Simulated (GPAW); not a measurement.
The system is CoO.

```
CELL_PARAMETERS angstrom
0.00000 2.13150 2.13150
2.13150 0.00000 2.13150
2.13150 2.13150 0.00000
ATOMIC_POSITIONS crystal
Co 0.00000 0.00000 0.00000
O 0.50000 0.50000 0.50000
```

- Program: GPAW 26.7.0
- Task: relaxation of cell and atoms
- Functional: revPBE
- Potentials or basis: the program's PAW data sets (release 1.2.1) made for this functional
- Cutoff: 800 eV
- Basis: pw
- k mesh: 11 × 11 × 11
- Occupations: fermi-dirac, width 0.05 eV
- Spin: collinear spin, ferromagnetic start
- Starting moments: [2.0, 0.0] μB

At the start: pressure 3.1 GPa; volume 9.68 Å³/atom.

Problem. How do energy, volume and symmetry change on relaxing?

Solution. Over 3 steps the energy falls by 2.1 meV/atom and the volume is 9.86 Å³/atom (+1.8 %); space group Fm-3m (No. 225, to 0.05 Å); moment 2.97 μB per cell.

Step by step:
| step | energy change (eV) | largest force (eV/Å) | pressure (GPa) | volume (Å³) |
| --- | --- | --- | --- | --- |
| 1 | 0.0000 | 0.0000 | 3.11 | 19.37 |
| 2 | -0.0015 | 0.0000 | 2.40 | 19.45 |
| 3 | -0.0042 | 0.0000 | 0.00 | 19.72 |

Final structure:
```
CELL_PARAMETERS angstrom
0.00000 2.14419 2.14419
2.14419 0.00000 2.14419
2.14419 2.14419 0.00000
ATOMIC_POSITIONS crystal
Co 0.00000 0.00000 0.00000
O 0.50000 0.50000 0.50000
```

Caveat: each step starts from the last one's moments, so a moment once lost doesn't come back; later steps reuse the first step's grids; a cell with one magnetic atom can't hold antiferromagnetic order, which such compounds often take.
